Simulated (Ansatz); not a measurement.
Space group P2_13 (No. 198). a = 4.386 Å, b = 4.386 Å, c = 4.386 Å, α = 90.00°, β = 90.00°, γ = 90.00°
```
atom site symmetry x y z
  Co    4a       .3.  0.1456  0.1456  0.1456
  Si    4a       .3.  0.8433  0.8433  0.8433
```

Equation of state of this CoSi structure (not necessarily the ground state), with shape and atoms relaxed at each volume where symmetry leaves them free. It has no gap at any of these volumes. Theory: DFT PBEsol, scalar-relativistic, plane waves, PAW (Ansatz 0.2.0).

Cutoff 420 eV; k points 8×8×8 on the computed 8-atom cell (Γ-centred); Gaussian smearing, width 0.10 eV; no spin polarisation.

```tsv
V (Å³/atom)	E − E(largest V) (meV/atom)	P (GPa)
9.913	6.26	17.20
10.229	-18.20	7.86
10.545	-25.68	-0.03
10.862	-18.84	-6.67
11.178	0.00	-12.21
```

Problem. Fit a third-order Birch–Murnaghan equation to E(V).

Solution. V0 = 10.54 Å³/atom, B0 = 241 GPa, B0' = 4.8.